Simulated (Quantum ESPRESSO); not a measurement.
Crystal: KBr.

```xyz
2
Lattice="0.0000 3.2554 3.2554 3.2554 0.0000 3.2554 3.2554 3.2554 0.0000" Properties=species:S:1:pos:R:3 pbc="T T T"
Br    3.2554    3.2554    3.2554
K     0.0000    0.0000    0.0000
```

The cell isn't the ideal one: volume scaled by 0.96.

- Program: Quantum ESPRESSO 7.5
- Task: phonons
- Functional: revPBE
- Dispersion: D3(BJ)
- Potentials or basis: JTH 2.0 PBE
- Cutoff: 490 eV
- Density cutoff: 2939 eV
- k mesh: 4 × 4 × 4, shifted
- Occupations: fermi-dirac, width 0.05 eV
- Spin: no spin polarisation
- Mixing beta: 0.5
- Most SCF iterations: 120
- SCF threshold: 4e-10 Ry

The first run showed a gap, so the response started from a second, tighter run with fixed occupations.

At Γ the optical frequencies without the macroscopic field are 127 127 127 cm⁻¹, at a pressure of 0.9 GPa.

Q: How do the modes respond when the cell is scaled evenly, at fixed shape?

A: The highest of these modes has a Grüneisen parameter of 2.16 and moves by +15.3 cm⁻¹ per GPa. None of the listed modes softens on compression. The pressures give a bulk modulus of about 18 GPa.

Frequencies at 99 % and 101 % of the volume (pressures 1.1 and 0.8 GPa), ions relaxed:
| mode | 99 % (cm⁻¹) | 101 % (cm⁻¹) | Grüneisen parameter |
| --- | --- | --- | --- |
| 4 | 129.4 | 123.9 | 2.16 |
| 5 | 129.4 | 123.9 | 2.16 |
| 6 | 129.4 | 123.9 | 2.16 |

Modes are matched by their order; those that don't vary smoothly over the three volumes are left out.

Caveat: the potentials were made for another functional, which shifts forces and pressure; the cutoff is low for these files, which shifts pressure and relaxed volume.
